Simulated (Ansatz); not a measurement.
Base system: RuO2 in the rutile structure (space group P4_2/mnm, No. 136; a = 4.480 Å, c = 3.107 Å).

Structures relaxed with Ansatz (a program for electronic structure) r2SCAN, no SOC.

Base:

Simulated powder pattern, Mo Kα, λ = 0.71073 Å (kinematic, ideal powder, no thermal factors, no anomalous dispersion; the 10 strongest lines at most, above 2 %, up to 2θ = 40°):

```tsv
2θ (°)	I/Imax (%)	hkl
12.88	100	(110)
16.00	84	(101)
18.26	21	(200)
24.37	73	(211)
25.93	18	(220)
29.05	16	(310)
29.52	19	(112)
30.62	23	(301)
35.88	14	(321)
39.69	12	(312)
```

The change: a hydrostatic pressure of 75 GPa.

Question: Where do the lines fall after the change?

Answer: 
Simulated powder pattern, Mo Kα, λ = 0.71073 Å (kinematic, ideal powder, no thermal factors, no anomalous dispersion; the 10 strongest lines at most, above 2 %, up to 2θ = 40°):

```tsv
2θ (°)	I/Imax (%)	hkl
13.88	100	(110)
16.75	88	(101)
19.68	22	(200)
25.95	73	(211)
27.28	11	(002)
27.98	16	(220)
30.74	20	(112)
31.36	15	(310)
32.78	22	(301)
38.53	13	(321)
```

The indices refer to the base's conventional cell; one index is shown for lines that coincide.

Load acts through the strain it causes; cell and atoms are relaxed under it. Whether these cells are dynamically stable was not tested. No other phases were tried under pressure. Seeded moments were not kept for the base. No Hubbard U is applied, and correlation can decide whether such a compound is a metal. The final runs are not spin-polarised.
